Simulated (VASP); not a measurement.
# CoSi (P2_13) in VASP: a series of runs

One crystal, CoSi, is run at these levels: PBE, r2SCAN; tasks: atomic charges, electron localisation function, single point.

Program: VASP 6.6.1. These are calculated values, not measurements. Logs are shortened: lines on timing, memory, paths and dates and some standing lists are left out, and cuts for length are marked.

### Step 1. The structure

The structure is cubic, space group P2_13 (No. 198). The conventional cell has a = 4.438 Å, b = 4.438 Å, c = 4.438 Å, α = 90.00°, β = 90.00°, γ = 90.00°. Co (site symmetry 3) has 7 Si at 2.28 to 2.47 Å as nearest neighbours. Si (site symmetry 3) has 7 Co at 2.28 to 2.47 Å as nearest neighbours.

### Step 2. Atomic charges, PBE, collinear spin, ferromagnetic start

Contents of INCAR:

```
PREC = Accurate ; ENCUT = 520
EDIFF = 1E-6 ; ISMEAR = 0
SIGMA = 0.02 ; LREAL = F
LASPH = T ; NELM = 120
ALGO = Fast ; ISIF = 2
LWAVE = F ; LCHARG = F
ISPIN = 2 ; MAGMOM = 2 2 2 2 0 0 0 0
LORBIT = 11 ; LMAXMIX = 4
GGA = PE
```

Contents of KPOINTS:

```
regular mesh
0
Gamma
  5 5 5
```

Contents of POSCAR:

```
CoSi
1.0
    4.4380000000      0.0000000000      0.0000000000
    0.0000000000      4.4380000000      0.0000000000
    0.0000000000      0.0000000000      4.4380000000
Co Si
4 4
Direct
    0.8600000000      0.6400000000      0.3600000000
    0.6400000000      0.3600000000      0.8600000000
    0.3600000000      0.8600000000      0.6400000000
    0.1400000000      0.1400000000      0.1400000000
    0.1570000000      0.3430000000      0.6570000000
    0.3430000000      0.6570000000      0.1570000000
    0.6570000000      0.1570000000      0.3430000000
    0.8430000000      0.8430000000      0.8430000000
```

Potentials or basis: VASP PAW PBE potentials, release 64 (Co, Si).

Command:

```console
$ cat potpaw_PBE.64/Co/POTCAR potpaw_PBE.64/Si/POTCAR > POTCAR
$ mpirun -np 1 vasp_std > vasp.out
```

OUTCAR:

```text
PREC = Accurate
   ENCUT = 520
   EDIFF = 1E-6
   ISMEAR = 0
   LREAL = F
   LASPH = T
   NELM = 120
   ISIF = 2
   ISPIN = 2
   LORBIT = 11
   GGA = PE

 ion  position               nearest neighbor table
   1  0.860  0.640  0.360-   5 2.28   6 2.33   7 2.33   8 2.33   7 2.47   8 2.47   6 2.47   2 2.72
                             2 2.72   4 2.72   4 2.72   3 2.72   3 2.72
   2  0.640  0.360  0.860-   6 2.28   5 2.33   7 2.33   8 2.33   5 2.47   7 2.47   8 2.47   1 2.72
                             1 2.72   3 2.72   3 2.72   4 2.72   4 2.72
   3  0.360  0.860  0.640-   7 2.28   6 2.33   5 2.33   8 2.33   6 2.47   5 2.47   8 2.47   4 2.72
                             2 2.72   2 2.72   4 2.72   1 2.72   1 2.72
   4  0.140  0.140  0.140-   8 2.28   6 2.33   7 2.33   5 2.33   6 2.47   5 2.47   7 2.47   1 2.72
                             3 2.72   3 2.72   1 2.72   2 2.72   2 2.72
   5  0.157  0.343  0.657-   1 2.28   2 2.33   3 2.33   4 2.33   3 2.47   4 2.47   2 2.47   8 2.75
                             6 2.75   6 2.75   8 2.75   7 2.75   7 2.75
   6  0.343  0.657  0.157-   2 2.28   1 2.33   3 2.33   4 2.33   1 2.47   3 2.47   4 2.47   8 2.75
                             5 2.75   5 2.75   7 2.75   7 2.75   8 2.75
   7  0.657  0.157  0.343-   3 2.28   2 2.33   1 2.33   4 2.33   2 2.47   1 2.47   4 2.47   8 2.75
                             8 2.75   5 2.75   6 2.75   6 2.75   5 2.75
   8  0.843  0.843  0.843-   4 2.28   2 2.33   3 2.33   1 2.33   2 2.47   1 2.47   3 2.47   5 2.75
                             6 2.75   7 2.75   7 2.75   5 2.75   6 2.75

  LATTYP: Found a simple cubic cell.
 ALAT       =     4.4380000000

  Lattice vectors:

 A1 = (   4.4380000000,   0.0000000000,   0.0000000000)
 A2 = (   0.0000000000,   4.4380000000,   0.0000000000)
 A3 = (   0.0000000000,   0.0000000000,   4.4380000000)

Analysis of symmetry for initial positions (statically):
=====================================================================
 Subroutine PRICEL returns:
 Original cell was already a primitive cell.

 Routine SETGRP: Setting up the symmetry group for a
 simple cubic supercell.

 Subroutine GETGRP returns: Found 12 space group operations
 (whereof  3 operations were pure point group operations)
 out of a pool of 48 trial point group operations.

The static configuration has the point symmetry C_3 .
 The point group associated with its full space group is T   .

Analysis of symmetry for dynamics (positions and initial velocities):
=====================================================================
 Subroutine PRICEL returns:
 Original cell was already a primitive cell.

 Routine SETGRP: Setting up the symmetry group for a
 simple cubic supercell.

 Subroutine GETGRP returns: Found 12 space group operations
 (whereof  3 operations were pure point group operations)
[... 168 lines left out ...]

 E-fermi :  12.0469     XC(G=0): -12.8397

 val. band max:       12.0409060482   @ k =   0.0000   0.0000   0.0000
 cond. band min:      12.1121743245   @ k =   0.4000   0.4000   0.4000
 fundamental gap:      0.0712682764
 Fermi energy:        12.0469456435

 spin component 1

 k-point     1 :       0.0000    0.0000    0.0000
  band No.  band energies     occupation
      1      -1.5952      1.00000
      2       3.8866      1.00000
      3       3.8866      1.00000
      4       3.8866      1.00000
      5       6.5957      1.00000
      6       6.5957      1.00000
[... 407 lines left out ...]
     34      17.6680      0.00000
     35      18.2057      0.00000
 Fermi energy:        12.0469456435

 spin component 2

 k-point     1 :       0.0000    0.0000    0.0000
  band No.  band energies     occupation
      1      -1.5952      1.00000
      2       3.8867      1.00000
      3       3.8867      1.00000
      4       3.8867      1.00000
      5       6.5957      1.00000
      6       6.5957      1.00000
[... 407 lines left out ...]
     34      17.6777      0.00000
     35      18.3657      0.00000

------------------------ aborting loop because EDIFF is reached ----------------------------------------

  FORCE on cell =-STRESS in cart. coord.  units (eV):
  Direction    XX          YY          ZZ          XY          YZ          ZX
  --------------------------------------------------------------------------------------
  -------------------------------------------------------------------------------------
  Total       -0.2231728     -0.2231728     -0.2231728      0.0000000     -0.0000000      0.0000000
  in kB       -4.0906268     -4.0906268     -4.0906268      0.0000000     -0.0000000      0.0000000
  external PRESSURE =      -4.0906268 kB  Pullay stress =       0.0000000 kB

 VOLUME and BASIS-vectors are now :
 -----------------------------------------------------------------------------
  energy-cutoff  :      520.00
  volume of cell :       87.41
      direct lattice vectors                 reciprocal lattice vectors
     4.438000000  0.000000000  0.000000000     0.225326724  0.000000000  0.000000000
     0.000000000  4.438000000  0.000000000     0.000000000  0.225326724  0.000000000
     0.000000000  0.000000000  4.438000000     0.000000000  0.000000000  0.225326724

 POSITION                                       TOTAL-FORCE (eV/Angst)
 -----------------------------------------------------------------------------------
      3.81668      2.84032      1.59768        -0.157560      0.157560     -0.157560
      2.84032      1.59768      3.81668         0.157560     -0.157560     -0.157560
      1.59768      3.81668      2.84032        -0.157560     -0.157560      0.157560
      0.62132      0.62132      0.62132         0.157560      0.157560      0.157560
      0.69677      1.52223      2.91577         0.017962     -0.017962      0.017962
      1.52223      2.91577      0.69677        -0.017962      0.017962      0.017962
      2.91577      0.69677      1.52223         0.017962      0.017962     -0.017962
      3.74123      3.74123      3.74123        -0.017962     -0.017962     -0.017962
 -----------------------------------------------------------------------------------
    total drift:                               -0.000000      0.000000      0.000000

  FREE ENERGIE OF THE ION-ELECTRON SYSTEM (eV)
  ---------------------------------------------------
  free  energy   TOTEN  =       -54.7249533965 eV

  energy  without entropy=      -54.7247065575  energy(sigma->0) =      -54.72482998

 total charge

# of ion       s       p       d       tot
------------------------------------------
    1        0.434   0.616   7.565   8.614
    2        0.434   0.616   7.565   8.614
    3        0.434   0.616   7.565   8.614
    4        0.434   0.616   7.565   8.614
    5        0.728   0.882   0.000   1.609
    6        0.728   0.882   0.000   1.609
    7        0.728   0.882   0.000   1.609
    8        0.728   0.882   0.000   1.609
--------------------------------------------------
tot          4.646   5.989  30.259  40.894

 magnetization (x)

# of ion       s       p       d       tot
------------------------------------------
    1        0.000  -0.000   0.000   0.000
    2        0.000  -0.000   0.000   0.000
    3        0.000  -0.000   0.000   0.000
    4        0.000  -0.000   0.000   0.000
    5        0.000  -0.000   0.000  -0.000
    6        0.000  -0.000   0.000  -0.000
    7        0.000  -0.000   0.000  -0.000
    8        0.000  -0.000   0.000  -0.000
--------------------------------------------------
tot          0.000  -0.000   0.000   0.000
```

Wall time 63 s (1 thread of Intel Xeon Platinum 8488C (Sapphire Rapids), shared host); peak memory 0.25 GiB.

Results:

```
Free energy                                           : -54.7250 eV
Pressure                                              : -0.4 GPa
Largest force                                         : 0.273 eV/Å
Band gap on the k mesh                                : none (metal or under the smearing width)
Net moment                                            : 0.00 μB per cell
Valence electrons inside the program's atomic spheres : Co 8.61; Si 1.61
```

Forces in eV/Å, atoms in the order of the input:
```
Co  -0.158  0.158 -0.158
Co   0.158 -0.158 -0.158
Co  -0.158 -0.158  0.158
Co   0.158  0.158  0.158
Si   0.018 -0.018  0.018
Si  -0.018  0.018  0.018
Si   0.018  0.018 -0.018
Si  -0.018 -0.018 -0.018
```

Caveat: the starting moments collapsed, and a magnetic state may lie lower.

### Step 3. Electron localisation function, PBE, collinear spin, ferromagnetic start

Contents of INCAR:

```
SYSTEM = CoSi
PREC = Accurate ; ENCUT = 520
EDIFF = 1E-7 ; ISMEAR = 0
SIGMA = 0.02 ; LREAL = .False.
LASPH = .True. ; NELM = 100
ALGO = Normal ; ISIF = 2
LWAVE = .False. ; LCHARG = .True.
ISPIN = 2 ; MAGMOM = 2 2 2 2 0 0 0 0
LORBIT = 11 ; LMAXMIX = 4
GGA = PE ; LELF = .True.
```

Contents of KPOINTS:

```
regular mesh
0
Gamma
  5 5 5
  0 0 0
```

POSCAR is that of step 2.

Potentials or basis: VASP PAW PBE potentials, release 64 (Co, Si).

Command:

```console
$ cat potpaw_PBE.64/Co/POTCAR potpaw_PBE.64/Si/POTCAR > POTCAR
$ mpirun -np 1 vasp_std > vasp.out
```

Run time: 62 s. Hardware: 1 thread of Intel Xeon Platinum 8488C (Sapphire Rapids), shared host; peak memory 0.26 GiB.

The run converged. Its results:

| Property | Result |
| --- | --- |
| Free energy | -54.7250 eV |
| Pressure | -0.4 GPa |
| Largest force | 0.273 eV/Å |
| Band gap on the k mesh | none (metal or under the smearing width) |
| Net moment | 0.00 μB per cell |
| Valence electrons inside the program's atomic spheres | Co 8.61; Si 1.61 |

Forces in eV/Å, atoms in the order of the input:
```
Co  -0.157  0.157 -0.157
Co   0.157 -0.157 -0.157
Co  -0.157 -0.157  0.157
Co   0.157  0.157  0.157
Si   0.018 -0.018  0.018
Si  -0.018  0.018  0.018
Si   0.018  0.018 -0.018
Si  -0.018 -0.018 -0.018
```

Levels at points of the mesh, in eV from the Fermi level:
Spin up:
```csv
k point,band 23,band 24,band 25,band 26,band 27,band 28,band 29,band 30
"(0.00, 0.00, 0.00)",-0.77,-0.77,-0.01,-0.01,-0.01,2.47,2.47,2.47
```
Spin down:
| k point | band 23 | band 24 | band 25 | band 26 | band 27 | band 28 | band 29 | band 30 |
| --- | --- | --- | --- | --- | --- | --- | --- | --- |
| (0.00, 0.00, 0.00) | -0.77 | -0.77 | -0.01 | -0.01 | -0.01 | 2.47 | 2.47 | 2.47 |

Caveat: the starting moments collapsed, and a magnetic state may lie lower.

### Step 4. Single point, r2SCAN, collinear spin, ferromagnetic start

Contents of INCAR:

```
SYSTEM = CoSi
ALGO     = Normal         ! electronic algorithm
EDIFF    = 1E-6           ! SCF threshold, eV
ENCUT    = 520            ! plane-wave cutoff, eV
ISIF     = 2              ! what is computed and relaxed
ISMEAR   = -1             ! smearing method
ISPIN    = 2              ! spin polarisation
LASPH    = .True.         ! aspherical terms in the spheres
LCHARG   = .False.        ! write CHGCAR
LMAXMIX  = 4              ! l up to which the mixer works
LMIXTAU  = .True.       
LORBIT   = 11             ! projections on sites
LREAL    = .False.        ! projectors in reciprocal space
LWAVE    = .False.        ! write WAVECAR
MAGMOM   = 2 2 2 2 0 0 0 0 ! initial moments
METAGGA  = R2SCAN         ! meta-GGA
NELM     = 120            ! most SCF steps
PREC     = Accurate       ! precision mode
SIGMA    = 0.05           ! smearing width, eV
```

Contents of KPOINTS:

```
k-points
0
Gamma
  5 5 5
  0 0 0
```

POSCAR is that of step 3.

Command:

```console
$ cat potpaw_PBE.64/Co/POTCAR potpaw_PBE.64/Si/POTCAR > POTCAR
$ mpirun -np 1 vasp_std > vasp.out
```

Wall time 2.8 min (1 thread of Intel Xeon 6975P-C (Granite Rapids), shared host); peak memory 0.28 GiB.

Results (log left out):

```yaml
Free_energy: -91.8678 eV
Pressure: -7.5 GPa
Largest_force: 0.239 eV/Å
Band_gap_on_the_k_mesh: none (metal or under the smearing width)
Net_moment: 0.00 μB per cell
Valence_electrons_inside_the_program's_atomic_spheres: Co 8.67; Si 1.60
```

Forces on the atoms (eV/Å):
```
Co  -0.138  0.138 -0.138
Co   0.138 -0.138 -0.138
Co  -0.138 -0.138  0.138
Co   0.138  0.138  0.138
Si   0.022 -0.022  0.022
Si  -0.022  0.022  0.022
Si   0.022  0.022 -0.022
Si  -0.022 -0.022 -0.022
```

Levels at points of the mesh, in eV from the Fermi level:
Spin up:
```
           k point  band 22  band 23  band 24  band 25  band 26  band 27  band 28  band 29  band 30  band 31
(0.00, 0.00, 0.00)    -1.02    -0.88    -0.88    -0.05    -0.05    -0.05     2.62     2.62     2.62     3.01
```
Spin down:
| k point | band 24 | band 25 | band 26 | band 27 | band 28 | band 29 |
| --- | --- | --- | --- | --- | --- | --- |
| (0.00, 0.00, 0.00) | -0.88 | -0.05 | -0.05 | -0.05 | 2.62 | 2.62 |

Caveat: the starting moments collapsed, and a magnetic state may lie lower; the PAW data sets were made with another functional, which shifts forces and pressure a little.

### Step 5. The reference run

An earlier run on the cell as given: functional PBE; potentials or basis VASP PAW PBE potentials, release 64 (Co, Si); cutoff 520 eV; k mesh 6 × 6 × 6; occupations fermi-dirac, width 0.05 eV; collinear spin, ferromagnetic start; starting moments [2.0, 2.0, 2.0, 2.0, 0.0, 0.0, 0.0, 0.0] μB.

- Pressure: -0.4 GPa
- Largest force: 0.270 eV/Å
- Band gap on the k mesh: none (metal or under the smearing width)
- Net moment: 0.00 μB per cell
- Valence electrons inside the program's atomic spheres: Co 8.61; Si 1.61
